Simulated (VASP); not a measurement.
Set up this calculation in VASP 6.6.1, as the native input.

| Property | Result |
| --- | --- |
| Task | relaxation of cell and atoms |
| Functional | PBE |
| Dispersion | D3(BJ) |
| Potentials or basis | VASP PAW PBE potentials, release 64 (B, N) |
| Cutoff | 520 eV |
| k mesh | 15 × 15 × 6 |
| Occupations | gaussian, width 0.02 eV |
| Spin | no spin polarisation |
| Further INCAR settings | ALGO = Normal; EDIFF = 1e-07; IBRION = 2; EDIFFG = -0.002; NSW = 80; ISIF = 3 |

The structure of BN lies in POSCAR:

```
BN                                      
1.0
    2.5068152416     -0.0000000000      0.0000000000
   -1.2534076208      2.1709656770     -0.0000000000
    0.0000000000      0.0000000000      6.5854715460
  B               N             
     2     2
Direct
     0.3333333300000021    0.6666666699999979    0.2500000000000000
     0.6666666699999979    0.3333333300000021    0.7500000000000000
     0.3333333300000021    0.6666666699999979    0.7500000000000000
     0.6666666699999979    0.3333333300000021    0.2500000000000000
```

These files were run (other wordings do the same):

INCAR

```
PREC = Accurate
ENCUT = 520
EDIFF = 1E-7
ISMEAR = 0
SIGMA = 0.02
LREAL = F
LASPH = T
NELM = 60
ALGO = Normal
ISIF = 3
LWAVE = F
LCHARG = F
GGA = PE
IVDW = 12
IBRION = 2
NSW = 80
EDIFFG = -0.002
```

KPOINTS

```
Automatic mesh
0
Gamma
  15 15 6
```

Potentials or basis: VASP PAW PBE potentials, release 64 (B, N).

The run is started by

```bash
$ cat potpaw_PBE.64/B/POTCAR potpaw_PBE.64/N/POTCAR > POTCAR
$ mpirun -np 1 vasp_std > vasp.out
```

Results of the run:

* Pressure after relaxing: 0.0 GPa
* Band gap on the k mesh: 4.27 eV, indirect (least direct gap 4.63 eV)
* Dispersion energy per atom: -0.142 eV

Caveat: the relaxation stopped at its first step, so nothing moved; an odd mesh through Γ misses points on the zone boundary, where band edges often lie.

Run time: 24 s on 1 thread of Intel(R) Xeon(R) 6975P-C (Granite Rapids), with other jobs on the host, peak memory 0.18 GiB.
